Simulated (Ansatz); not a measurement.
NaCl:

```
Cl Na
1.0
     0.00000    2.79406    2.79406
     2.79406    0.00000    2.79406
     2.79406    2.79406    0.00000
Cl Na
1 1
Cartesian
  2.7941 2.7941 2.7941
  0.0000 0.0000 0.0000
```

The cell is a database's computed one.

Base run:

* Program: Ansatz 0.2.0
* Functional: PBE
* Potentials or basis: all-electron LAPW, scalar-relativistic
* Cutoff: 169 eV
* Density cutoff: 678 eV
* Basis error allowed: 0.001 eV/atom
* k mesh: 8 × 8 × 8
* Occupations: fermi-dirac, width 0.05 eV
* Spin: no spin polarisation

Its results: band gap on the k mesh 5.22 eV, direct; pressure 1.6 GPa.

**Question.** After a change of settings the same cell gave: band gap on the k mesh 5.49 eV, direct; pressure 3.3 GPa. Which change was it?
A. functional from PBE to PBEsol
B. functional from PBE to revPBE
C. potentials or basis from all-electron LAPW, scalar-relativistic to all-electron PAW datasets made for the crystal; k mesh from 8 × 8 × 8 to 6 × 6 × 6
D. functional from PBE to LDA

**Answer.** B.

revPBE binds less tightly than PBE, so the same cell stands under more pressure.

Not every run made on this cell is shown here.
